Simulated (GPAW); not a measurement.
Crystal: C.

```
C
1.0
     0.00000    1.78337    1.78337
     1.78337    0.00000    1.78337
     1.78337    1.78337    0.00000
C
2
Direct
  0.75000 0.75000 0.75000
  0.50000 0.50000 0.50000
```

This isn't the form of C at room conditions, which is graphite.

Base run:

- Program: GPAW 26.7.0
- Functional: mBEEF
- Potentials or basis: GPAW PAW data sets (gpaw-data 1.2.1)
- Cutoff: 800 eV
- Basis: pw
- k mesh: 10 × 10 × 10
- Occupations: fermi-dirac, width 0.05 eV
- Spin: no spin polarisation

Its results: band gap on the k mesh 4.55 eV, indirect (least direct gap 6.06 eV); pressure -6.7 GPa.

Task: The run is repeated on the same cell with these changes: functional from mBEEF to LDA; potentials or basis from GPAW PAW data sets (gpaw-data 1.2.1) to the program's PAW data sets (release 1.2.1) made for this functional; cutoff from 800 eV to 600 eV. What comes out?

Result: Band gap on the k mesh 4.14 eV, indirect (least direct gap 5.55 eV); pressure -12.7 GPa.

Caveats: the PAW data sets were made with another functional, which shifts forces and pressure a little (some runs); the cutoff is short for stress and forces, so pressures can be off by a GPa or more (some runs).

A k mesh can miss the band edges.
